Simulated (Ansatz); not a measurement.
## Pressure against volume in Cu

The cell was reached from a generator's guess, though it ends in a space group that the Crystallography Open Database lists for this formula.

The calculation used DFT PBE, scalar-relativistic, plane waves, PAW (Ansatz). Cutoff 420 eV, Γ-centred 30×30×30 mesh (1-atom cell), Gaussian smearing of 0.10 eV, no spin polarisation.

```yaml
crystal:
  lattice:
    - [0.00000, 1.81466, 1.81466]
    - [1.81466, 0.00000, 1.81466]
    - [1.81466, 1.81466, 0.00000]
  atoms:
    - { symbol: Cu, position: [0.00000, 0.00000, 0.00000] }
```

The cell was set to several volumes, with shape and atoms relaxed at each where symmetry leaves them free. Pressure is positive in compression, and energies count from the lowest row. No row has a gap on its mesh.

| row | V (Å³/atom) | P (GPa) | ΔE (meV/atom) |
| --- | --- | --- | --- |
| 1 | 10.517 | 24.90 | 98.2 |
| 2 | 10.876 | 16.90 | 51.7 |
| 3 | 11.234 | ? | ? |
| 4 | 11.593 | 4.66 | 5.1 |
| 5 | 11.951 | 0.01 | 0.0 |
| 6 | 12.310 | -3.87 | 4.5 |
| 7 | 12.668 | -7.10 | 16.9 |
| 8 | 13.146 | -10.57 | 43.5 |

Question: Find B = −V·ΔP/ΔV from rows 4 and 6 and from rows 1 and 2, and from the two its slope B′ and its value B0 at zero pressure.

Answer: Rows 4 and 6 give −(11.593 + 12.310)/2 × (-3.87 − (4.66))/(12.310 − 11.593) = 142.2 GPa at a mean pressure of 0.40 GPa. Rows 1 and 2 give −(10.517 + 10.876)/2 × (16.90 − (24.90))/(10.876 − 10.517) = 238.4 GPa at a mean pressure of 20.90 GPa. So B′ = (238.4 − 142.2)/(20.90 − (0.40)) = 4.69 and B0 = 142.2 − 4.69 × (0.40) = 140.3 GPa. A third-order Birch–Murnaghan fit to all the energies gives B0 = 141.4 GPa and B′ = 5.0.

Question: Estimate the pressure and energy of row 3.

Answer: From row 5, V0 = 11.951 × (1 + (0.01)/140.3) = 11.952 Å³/atom. Murnaghan's form P = (B0/B′)·[(V0/V)^B′ − 1] gives (140.3/4.69) × [(11.952/11.234)^4.69 − 1] = 10.09 GPa; the computed pressure is 10.23 GPa, so the estimate is off by -0.14 GPa. The work of compression from row 4, with the mean of the two pressures, gives ΔE = 5.1 + (10.09 + 4.66)/2 × (11.593 − 11.234)/160.2 × 1000 = 21.6 meV/atom (1 eV/Å³ = 160.2 GPa); the computed value is 21.5 meV/atom.

All volumes keep the k mesh of the relaxed cell. This cell was reached by moving the atoms of another relaxed cell at random and relaxing again, last within the group found; it had no such test of its own.
